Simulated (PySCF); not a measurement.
Species: methyl methacrylate, C5H8O2.
Bonds: C1–C2 (double), C2–C3, C2–C4, C4–O5 (double), C4–O6, O6–C7. Hydrogens: H8, H9 on C1; H10, H11, H12 on C3; H13, H14, H15 on C7.

The same species was optimised twice, with GFN2-xTB and with PBE0-D3(BJ)/def2-SVP (PySCF), and the same property calculations (PySCF, gas phase) were run on both structures.

```
     coordinate  GFN2-xTB  PBE0-D3(BJ)/def2-SVP  change
      C1=C2 (Å)     1.329                 1.339  +0.010
      C2–C4 (Å)     1.488                 1.496  +0.008
      O6–C7 (Å)     1.419                 1.416  -0.003
      C4=O5 (Å)     1.207                 1.205  -0.002
      C2–C3 (Å)     1.494                 1.496  +0.002
      C4–O6 (Å)     1.342                 1.343  +0.001
   C1–C2–C4 (°)     118.1                 116.7    -1.4
   C3–C2–C4 (°)     117.7                 118.9    +1.2
   C2–C4–O6 (°)     111.7                 111.0    -0.7
   C2–C4–O5 (°)     124.6                 125.2    +0.6
   C4–O6–C7 (°)     117.6                 118.1    +0.5
   C1–C2–C3 (°)     124.2                 124.4    +0.2
   O5–C4–O6 (°)     123.7                 123.9    +0.2
C1–C2–C4–O5 (°)         4                    -1      -5
C2–C4–O6–C7 (°)       179                   180      +1
```

Rotational constants: A = 4787, B = 2067, C = 1471 MHz (GFN2-xTB) against A = 4730, B = 2062, C = 1462 MHz (PBE0-D3(BJ)/def2-SVP).

On the GFN2-xTB structure: lowest singlet, TDDFT (eV) 5.00 [PBE0/def2-SVPD]; lowest triplet, Tamm–Dancoff (eV) 3.69 [PBE0/def2-SVPD]; isotropic polarisability (au) 68.9 [PBE0/def2-SVPD]; HOMO (eV) -7.79 [PBE0/def2-SVPD]; LUMO (eV) -1.24 [PBE0/def2-SVPD]; dipole (D) 2.01 [PBE0/def2-SVPD]; HOMO (eV) -7.75 [PBE0/pcSseg-1]; LUMO (eV) -1.11 [PBE0/pcSseg-1]; dipole (D) 1.93 [PBE0/pcSseg-1]; GIAO shielding of C1 (ppm) 50.9 [PBE0/pcSseg-1]; GIAO shielding of C2 (ppm) 42.6 [PBE0/pcSseg-1]; GIAO shielding of C3 (ppm) 165.1 [PBE0/pcSseg-1]; GIAO shielding of C4 (ppm) 14.9 [PBE0/pcSseg-1]; GIAO shielding of O5 (ppm) -58.6 [PBE0/pcSseg-1]; GIAO shielding of O6 (ppm) 154.7 [PBE0/pcSseg-1]; GIAO shielding of C7 (ppm) 136.3 [PBE0/pcSseg-1].

**Question.** What do these properties become on the PBE0-D3(BJ)/def2-SVP structure?

**Answer.** 
```json
{"property": "lowest singlet, TDDFT (eV)", "level": "PBE0/def2-SVPD", "on GFN2-xTB": "5.00", "on PBE0-D3(BJ)/def2-SVP": "5.04", "change": "+0.04"}
{"property": "lowest triplet, Tamm–Dancoff (eV)", "level": "PBE0/def2-SVPD", "on GFN2-xTB": "3.69", "on PBE0-D3(BJ)/def2-SVP": "3.64", "change": "-0.05"}
{"property": "isotropic polarisability (au)", "level": "PBE0/def2-SVPD", "on GFN2-xTB": "68.9", "on PBE0-D3(BJ)/def2-SVP": "69.8", "change": "+0.9"}
{"property": "HOMO (eV)", "level": "PBE0/def2-SVPD", "on GFN2-xTB": "-7.79", "on PBE0-D3(BJ)/def2-SVP": "-7.77", "change": "+0.02"}
{"property": "LUMO (eV)", "level": "PBE0/def2-SVPD", "on GFN2-xTB": "-1.24", "on PBE0-D3(BJ)/def2-SVP": "-1.25", "change": "-0.01"}
{"property": "dipole (D)", "level": "PBE0/def2-SVPD", "on GFN2-xTB": "2.01", "on PBE0-D3(BJ)/def2-SVP": "2.02", "change": "+0.01"}
{"property": "energy, GFN2-xTB geometry as zero (kcal/mol)", "level": "PBE0/def2-SVPD", "on GFN2-xTB": "0.0", "on PBE0-D3(BJ)/def2-SVP": "-0.6", "change": "-0.6"}
{"property": "HOMO (eV)", "level": "PBE0/pcSseg-1", "on GFN2-xTB": "-7.75", "on PBE0-D3(BJ)/def2-SVP": "-7.72", "change": "+0.03"}
{"property": "LUMO (eV)", "level": "PBE0/pcSseg-1", "on GFN2-xTB": "-1.11", "on PBE0-D3(BJ)/def2-SVP": "-1.12", "change": "-0.01"}
{"property": "dipole (D)", "level": "PBE0/pcSseg-1", "on GFN2-xTB": "1.93", "on PBE0-D3(BJ)/def2-SVP": "1.94", "change": "+0.01"}
{"property": "energy, GFN2-xTB geometry as zero (kcal/mol)", "level": "PBE0/pcSseg-1", "on GFN2-xTB": "0.0", "on PBE0-D3(BJ)/def2-SVP": "-0.2", "change": "-0.2"}
{"property": "GIAO shielding of C1 (ppm)", "level": "PBE0/pcSseg-1", "on GFN2-xTB": "50.9", "on PBE0-D3(BJ)/def2-SVP": "47.0", "change": "-3.9"}
{"property": "GIAO shielding of C2 (ppm)", "level": "PBE0/pcSseg-1", "on GFN2-xTB": "42.6", "on PBE0-D3(BJ)/def2-SVP": "40.7", "change": "-1.9"}
{"property": "GIAO shielding of C3 (ppm)", "level": "PBE0/pcSseg-1", "on GFN2-xTB": "165.1", "on PBE0-D3(BJ)/def2-SVP": "163.6", "change": "-1.5"}
{"property": "GIAO shielding of C4 (ppm)", "level": "PBE0/pcSseg-1", "on GFN2-xTB": "14.9", "on PBE0-D3(BJ)/def2-SVP": "15.6", "change": "+0.7"}
{"property": "GIAO shielding of O5 (ppm)", "level": "PBE0/pcSseg-1", "on GFN2-xTB": "-58.6", "on PBE0-D3(BJ)/def2-SVP": "-51.0", "change": "+7.6"}
{"property": "GIAO shielding of O6 (ppm)", "level": "PBE0/pcSseg-1", "on GFN2-xTB": "154.7", "on PBE0-D3(BJ)/def2-SVP": "155.5", "change": "+0.8"}
{"property": "GIAO shielding of C7 (ppm)", "level": "PBE0/pcSseg-1", "on GFN2-xTB": "136.3", "on PBE0-D3(BJ)/def2-SVP": "135.7", "change": "-0.6"}
```

The heavy atoms differ by 0.029 Å rms after alignment. Among bonds between heavy atoms C1=C2 changes most (+0.010 Å). Changes are differences of the printed values. Neither structure is proved a minimum here.

The values belong to the conformer `[CH2:1]=[C:2]([CH3:3])[C:4](=[O:5])[O:6][CH3:7]`: C1–C2–C4–O5 -1°, C2–C4–O6–C7 180°.
